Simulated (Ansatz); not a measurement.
The system is ZrS.

```xyz
2
Lattice="0.0000 2.6250 2.6250 2.6250 0.0000 2.6250 2.6250 2.6250 0.0000" Properties=species:S:1:pos:R:3 pbc="T T T"
Zr    0.0000    0.0000    0.0000
S     2.6250    2.6250    2.6250
```

```yaml
Program: Ansatz 0.2.0
Task: relaxation of cell and atoms
Functional: PBEsol
Dispersion: D3(BJ)
Potentials_or_basis: all-electron LAPW, scalar-relativistic
Basis_error_allowed: 0.001 eV/atom
k_mesh: 9 × 9 × 9
Occupations: fermi-dirac, width 0.05 eV
Spin: no spin polarisation
```

At the start: volume 18.09 Å³/atom.

How do energy, volume and symmetry change on relaxing?

Over 6 steps the energy falls by 51.1 meV/atom and the volume is 16.68 Å³/atom (-7.8 %); space group Fm-3m (No. 225, to 0.05 Å).

The path:
```tsv
step	energy change (eV)	largest force (eV/Å)	volume (Å³)
1	0.0000	0.0000	36.18
2	-0.0501	0.0000	31.60
3	-0.1012	0.0000	33.63
4	-0.1021	0.0000	33.39
5	-0.1022	0.0000	33.37
6	-0.1022	0.0000	33.37
```

Final structure:
```yaml
crystal:
  lattice:
    - [0.00000, 2.55527, 2.55527]
    - [2.55527, 0.00000, 2.55527]
    - [2.55527, 2.55527, 0.00000]
  atoms:
    - { symbol: Zr, position: [0.00000, 0.00000, 0.00000] }
    - { symbol: S, position: [0.50000, 0.50000, 0.50000] }
```
